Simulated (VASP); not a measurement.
# Sr (Fm-3m) in VASP: single point with RPBE+D3

Aim: the single point of Sr with RPBE+D3.

All numbers are computed with VASP 6.6.1; they aren't measurements. Logs are shortened: lines on timing, memory, paths and dates and some standing lists are left out, and cuts for length are marked.

### 1 The undisturbed crystal

Symmetry: Fm-3m, No. 225, cubic system. The conventional cell has a = 6.085 Å, b = 6.085 Å, c = 6.085 Å, α = 90.00°, β = 90.00°, γ = 90.00°. Sr (site symmetry m-3m) is surrounded by 12 Sr at 4.30 Å.

### 2 Single point, RPBE+D3 (cell strained at random at fixed volume)

run.py reads:

```python
from ase.calculators.vasp import Vasp
from ase.dft.bandgap import bandgap
from ase.io import read

atoms = read('POSCAR')
calc = Vasp(
    directory='calc',
    xc='rpbe',
    pp='PBE',
    setups='recommended',
    prec='Accurate',
    encut=520,
    ediff=1e-06,
    ismear=1,
    sigma=0.1,
    lreal=False,
    lasph=True,
    nelm=80,
    algo='Normal',
    isif=2,
    lwave=False,
    lcharg=False,
    ivdw=11,
    kpts=[8, 8, 8],
    gamma=True,
)
atoms.calc = calc

print('energy (eV):', atoms.get_potential_energy())
print('free energy (eV):', atoms.get_potential_energy(force_consistent=True))
print('forces (eV/A):')
print(atoms.get_forces())
print('stress (eV/A^3, Voigt):', atoms.get_stress())
print('Fermi level (eV):', calc.get_fermi_level())
gap, top, bottom = bandgap(calc)
print('band gap (eV):', gap, 'from (spin, k, band)', top, 'to', bottom)
```

POSCAR reads:

```
Sr
1.0
   -0.0104410000      3.0745690000      3.1450830000
    3.0718820000      0.0709190000      3.0637220000
    3.0621520000      2.9834780000      0.0806490000
Sr
1
Direct
    0.0000000000      0.0000000000      0.0000000000
```

Potentials or basis: VASP PAW PBE potentials, release 64 (Sr_sv).

Command:

```
python run.py
```

The log of the run:

```text
energy (eV): -1.69505435
free energy (eV): -1.69509364
forces (eV/A):
[[0. 0. 0.]]
stress (eV/A^3, Voigt): [-1.76252539e-03 -2.51314890e-03 -1.93056141e-03  4.33970969e-03
  6.96770185e-05 -5.31540386e-04]
Fermi level (eV): 1.55423785
band gap (eV): 0.0 from (spin, k, band) (None, None, None) to (None, None, None)
```

OUTCAR:

```text
ENCUT = 520.000000
   EDIFF = 1.00e-06
   GGA = RP
   PREC = Accurate
   ISIF = 2
   ISMEAR = 1
   NELM = 80
   IVDW = 11
   LASPH = .TRUE.
   LREAL = .FALSE.
 IVDW          = 11

 ion  position               nearest neighbor table
   1  0.000  0.000  0.000-

  LATTYP: Found a triclinic cell.
 ALAT       =     4.2760285440
 B/A-ratio  =     1.0147524931
 C/A-ratio  =     1.0150758201
 COS(alpha) =     0.0023154647
 COS(beta)  =     0.4789763162
 COS(gamma) =     0.5316996581

  Lattice vectors:

 A1 = (   3.0621520000,   2.9834780000,   0.0806490000)
 A2 = (   3.0718820000,   0.0709190000,   3.0637220000)
 A3 = (   3.0725930000,  -0.0910910000,  -3.0644340000)

Analysis of symmetry for initial positions (statically):
=====================================================================
 Subroutine PRICEL returns:
 Original cell was already a primitive cell.

 Routine SETGRP: Setting up the symmetry group for a
 triclinic supercell.

 Subroutine GETGRP returns: Found  2 space group operations
 (whereof  2 operations were pure point group operations)
 out of a pool of  2 trial point group operations.

The static configuration has the point symmetry S_2 .

Analysis of symmetry for dynamics (positions and initial velocities):
=====================================================================
 Subroutine PRICEL returns:
 Original cell was already a primitive cell.

 Routine SETGRP: Setting up the symmetry group for a
 triclinic supercell.

 Subroutine GETGRP returns: Found  2 space group operations
 (whereof  2 operations were pure point group operations)
 out of a pool of  2 trial point group operations.

The dynamic configuration has the point symmetry S_2 .

 Subroutine INISYM returns: Found  2 space group operations
 (whereof  2 operations are pure point group operations),
 and found     1 'primitive' translations

----------------------------------------------------------------------------------------

                                     Primitive cell

  volume of cell :      56.3193

  direct lattice vectors                    reciprocal lattice vectors
    -0.010441000  3.074569000  3.145083000    -0.162196998  0.162179430  0.158874870
     3.071882000  0.070919000  3.063722000     0.162205829 -0.171016999  0.167721219
     3.062152000  2.983478000  0.080649000     0.163293440  0.172113388 -0.167712439

  length of vectors
     4.398253134  4.339110625  4.276028544     0.279018383  0.289288700  0.290542988

  position of ions in fractional coordinates (direct lattice)
     0.000000000  0.000000000  0.000000000

  ion indices of the primitive-cell ions
   primitive index   ion index
                 1           1

----------------------------------------------------------------------------------------

 KPOINTS: KPOINTS created by Atomic Simulation Env

Automatic generation of k-mesh.
 Grid dimensions read from file:
 generate k-points for:    8    8    8

 Generating k-lattice:

  Cartesian coordinates                     Fractional coordinates (reciprocal lattice)
    -0.020274625  0.020272429  0.019859359     0.125000000  0.000000000 -0.000000000
     0.020275729 -0.021377125  0.020965152    -0.000000000  0.125000000 -0.000000000
     0.020411680  0.021514173 -0.020964055     0.000000000  0.000000000  0.125000000

  Length of vectors
     0.034877298  0.036161088  0.036317874

  Shift w.r.t. Gamma in fractional coordinates (k-lattice)
     0.000000000  0.000000000  0.000000000

 Subroutine IBZKPT returns following result:
 ===========================================

 Found    260 irreducible k-points:

 Following reciprocal coordinates:
            Coordinates               Weight
  0.000000  0.000000  0.000000      1.000000
  0.125000  0.000000  0.000000      2.000000
  0.250000  0.000000  0.000000      2.000000
  0.375000 -0.000000  0.000000      2.000000
  0.500000  0.000000  0.000000      1.000000
  0.000000  0.125000  0.000000      2.000000
[... 16 lines left out ...]
  0.125000  0.375000  0.000000      2.000000
  0.250000  0.375000  0.000000      2.000000
 [... further k-points ...]
   k-points           NKPTS =    260   k-points in BZ     NKDIM =    260   number of bands    NBANDS=      9
   number of dos      NEDOS =    301   number of ions     NIONS =      1
   total plane-waves  NPLWV =  36864
   dimension x,y,z NGX =    36 NGY =   32 NGZ =   32
   dimension x,y,z NGXF=    72 NGYF=   64 NGZF=   64
   ions per type =               1
   NGX,Y,Z   is equivalent  to a cutoff of  13.61, 12.26, 12.44 a.u.
   NGXF,Y,Z  is equivalent  to a cutoff of  27.21, 24.52, 24.88 a.u.
 SYSTEM =  unknown system
   PREC   = accura    normal or accurate (medium, high low for compatibility)
   ISTART =      0    job   : 0-new  1-cont  2-samecut
   ICHARG =      2    charge: 1-file 2-atom 10-const
   ISPIN  =      1    spin polarized calculation?
   LNONCOLLINEAR =      F non collinear calculations
   LSORBIT =      F    spin-orbit coupling
   LASPH  =      T    aspherical Exc in radial PAW
   ENCUT  =  520.0 eV  38.22 Ry    6.18 a.u.   8.18  8.07  7.95*2*pi/ulx,y,z
   NELM   =     80;   NELMIN=  2; NELMDL= -5     # of ELM steps
   EDIFF  = 0.1E-05   stopping-criterion for ELM
   LREAL  =      F    real-space projection
   EDIFFG = 0.1E-04   stopping-criterion for IOM
   NSW    =      0    number of steps for IOM
   IBRION =     -1    ionic relax: 0-MD 1-quasi-New 2-CG
   NFREE  =      0    steps in history (QN), initial steepest desc. (CG)
   ISIF   =      2    stress and relaxation
   ISYM   =      2    0-nonsym 1-usesym 2-fastsym
   POTIM  = 0.5000    time-step for ionic-motion
   TEBEG  =    0.0;   TEEND  =   0.0 temperature during run
   PSTRESS=    0.0 pullay stress
   NELECT =      10.0000    total number of electrons
   NUPDOWN=      -1.0000    fix difference up-down
   EMIN   =  10.00;   EMAX   =-10.00  energy-range for DOS
   EFERMI =   0.00;   METHOD = LEGACY
   ISMEAR =     1;   SIGMA  =   0.10  broadening in eV -4-tet -1-fermi 0-gaus
   EFERMI_NEDOS =   21; number of points for ismear=-14 and -15
   IALGO  =     38    algorithm
   IMIX   =      4    mixing-type and parameters
     AMIX     =   0.40;   BMIX     =  1.00
     AMIX_MAG =   1.60;   BMIX_MAG =  1.00
  volume/ion in A,a.u.               =      56.32       380.06
  Fermi-wavevector in a.u.,A,eV,Ry     =   0.920144  1.738819 11.519568  0.846664
  Thomas-Fermi vector in A             =   2.045416
   LORBIT       =      0    0 simple, 1 ext, 2 COOP (PROOUT), +10 PAW based schemes
   GGA     = RP    functional components
   LHFCALC =     F    Hartree Fock is set to
   AEXX    =    0.0000 exact exchange contribution
   IVDW    =    11    specifies the selected vdW correction
   LEPSILON=     F    determine dielectric tensor
   LRPA    =     F    only Hartree local field effects (RPA)
 non-spin polarized calculation
 Methfessel and Paxton  Order N= 1 SIGMA  =   0.10
  energy-cutoff  :      520.00
  volume of cell :       56.32
 maximum number of plane-waves:      1535
 NGX is ok and might be reduce to    36
   NGX = 17   NGY = 17   NGZ = 15

 number of electron      10.0000000 magnetization

 Free energy of the ion-electron system (eV)
  ---------------------------------------------------
  ext. energy  EPLUGINS =         0.00000000
  ---------------------------------------------------
  free energy    TOTEN  =        -1.45748607 eV

  energy without entropy =       -1.45736819  energy(sigma->0) =       -1.45744678

 E-fermi :   1.5542     XC(G=0):  -7.1667

 val. band max:        1.5404433467   @ k =   0.3750  -0.2500   0.3750
 cond. band min:       1.5581477986   @ k =  -0.0000  -0.3750   0.3750
 fundamental gap:      0.0177044519
 Fermi energy:         1.5542378549

 k-point     1 :       0.0000    0.0000    0.0000
  band No.  band energies     occupation
      1     -35.1122      2.00000
      2     -17.0091      2.00000
      3     -17.0081      2.00000
      4     -17.0059      2.00000
      5      -1.9805      2.00000
      6       3.7763      0.00000
      7       3.8902      0.00000
      8       4.2213      0.00000
      9       5.3142      0.00000
[... 265 lines left out ...]
 k-point    24 :       0.2500    0.3750    0.0000
  band No.  band energies     occupation
      1     -35.0999      2.00000
      2     -17.1474      2.00000
      3     -17.0488      2.00000
      4     -17.0464      2.00000
      5      -0.0429      2.00000
      6       2.4131     -0.00000
      7       3.1119     -0.00000
      8       4.8343      0.00000
      9       5.1512      0.00000

 [... further k-points ...]

------------------------ aborting loop because EDIFF is reached ----------------------------------------

 Edisp (eV)   -0.23761

 E8    (eV) :    -0.0719

  FORCE on cell =-STRESS in cart. coord.  units (eV):
  Direction    XX          YY          ZZ          XY          YZ          ZX
  --------------------------------------------------------------------------------------
  -------------------------------------------------------------------------------------
  Total       0.09926     0.14154     0.10873     0.02994    -0.24441    -0.00392
  in kB       2.82388     4.02651     3.09310     0.85162    -6.95298    -0.11163
  external pressure =        3.31 kB  Pullay stress =        0.00 kB

 VOLUME and BASIS-vectors are now :
 -----------------------------------------------------------------------------
  energy-cutoff  :      520.00
  volume of cell :       56.32
      direct lattice vectors                 reciprocal lattice vectors
    -0.010441000  3.074569000  3.145083000    -0.162196998  0.162179430  0.158874870
     3.071882000  0.070919000  3.063722000     0.162205829 -0.171016999  0.167721219
     3.062152000  2.983478000  0.080649000     0.163293440  0.172113388 -0.167712439

 POSITION                                       TOTAL-FORCE (eV/Angst)
 -----------------------------------------------------------------------------------
      0.00000      0.00000      0.00000         0.000000      0.000000      0.000000
 -----------------------------------------------------------------------------------
    total drift:                               -0.000000      0.000000      0.000000

  FREE ENERGIE OF THE ION-ELECTRON SYSTEM (eV)
  ---------------------------------------------------
  free  energy   TOTEN  =        -1.6950936429 eV

  energy  without entropy=       -1.6949757602  energy(sigma->0) =       -1.69505435
```

INCAR:

```text
ENCUT = 520.000000
SIGMA = 0.100000
EDIFF = 1.00e-06
ALGO = Normal
GGA = RP
PREC = Accurate
ISIF = 2
ISMEAR = 1
NELM = 80
IVDW = 11
LASPH = .TRUE.
LCHARG = .FALSE.
LWAVE = .FALSE.
LREAL = .FALSE.
```

Wall time 44 s (1 thread of Intel Xeon 6975P-C (Granite Rapids), shared host); peak memory 0.3 GiB.

Results:

```
Free energy                : -1.6951 eV
Pressure                   : 0.3 GPa
Band gap on the k mesh     : none (metal or under the smearing width)
Dispersion energy per atom : -0.238 eV
```

Stress tensor (GPa, compression positive):
```
 0.28  0.09 -0.01
 0.09  0.40 -0.70
-0.01 -0.70  0.31
```

Caveat: the PAW data sets were made with another functional, which shifts forces and pressure a little; pairwise dispersion overbinds metals, which lowers pressure and volume.
